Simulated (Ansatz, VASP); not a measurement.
**SnSe in VASP and in Ansatz**

File INCAR:

```
SYSTEM = SnSe
PREC = Accurate
ENCUT = 520
EDIFF = 1E-6
ISMEAR = 0
SIGMA = 0.1
LREAL = .False.
LASPH = .True.
NELM = 100
ALGO = Normal
ISIF = 2
LWAVE = .False.
LCHARG = .False.
GGA = PE
NBANDS = 50
```

KPOINTS

```
Automatic mesh
0
Gamma
  2 4 4
  0 0 0
```

The input POSCAR:

```
SnSe
1.0
   11.4200000000      0.0000000000      0.0000000000
    0.0000000000      4.1900000000      0.0000000000
    0.0000000000      0.0000000000      4.4600000000
Sn Se
4 4
Direct
    0.1230000000      0.2500000000      0.0910000000
    0.3770000000      0.7500000000      0.5910000000
    0.6230000000      0.2500000000      0.4090000000
    0.8770000000      0.7500000000      0.9090000000
    0.3570000000      0.2500000000      0.0160000000
    0.1430000000      0.7500000000      0.5160000000
    0.8570000000      0.2500000000      0.4840000000
    0.6430000000      0.7500000000      0.9840000000
```

Input for Ansatz:

```yaml
crystal:
  lattice:
    - [11.42, 0.0, 0.0]
    - [0.0, 4.19, 0.0]
    - [0.0, 0.0, 4.46]
  atoms:
    - { symbol: Sn, position: [0.123, 0.25, 0.091] }
    - { symbol: Sn, position: [0.377, 0.75, 0.591] }
    - { symbol: Sn, position: [0.623, 0.25, 0.409] }
    - { symbol: Sn, position: [0.877, 0.75, 0.909] }
    - { symbol: Se, position: [0.357, 0.25, 0.016] }
    - { symbol: Se, position: [0.143, 0.75, 0.516] }
    - { symbol: Se, position: [0.857, 0.25, 0.484] }
    - { symbol: Se, position: [0.643, 0.75, 0.984] }
basis:
  ecutwfc: 420
kpoints:
  mp_grid: { grid: [2, 4, 4] }
hamiltonian:
  xc: pbe
scf:
  occupations: { method: gaussian, width: 0.1 }
output:
  forces: true
  stress: true
  eigenvalues: true
```

Alike in both runs: task single point; functional PBE; k mesh 2 × 4 × 4; occupations gaussian, width 0.1 eV; no spin polarisation.

```csv
,VASP,Ansatz
version,VASP 6.6.1,Ansatz 0.2.0
potentials or method,"VASP PAW PBE potentials, release 64 (Sn_d, Se)","scalar-relativistic, plane waves, PAW"
plane-wave cutoff (eV),520,420
valence electrons in the cell,80,120
```

```csv
,VASP,Ansatz,Ansatz less VASP
gap on the k mesh at the Fermi level (eV),1.08,1.09,+0.009
least direct gap on the mesh (eV),1.31,1.31,+0.005
pressure (GPa),2.4,2.4,-0.03
largest component of the traceless stress (GPa),2.15,2.12,-0.028
rms of the force components (eV/Å),0.161,0.154,-0.0071
```

Atom by atom the forces differ by 0.009 eV/Å (rms over components). The functional is the same, so the differences come from potentials, cutoffs and numerics. The two sets of potentials don't hold the same shells in valence.

Caveats: spin-orbit coupling is left out, which moves the levels of the heavy elements. A k mesh can miss the band edges.
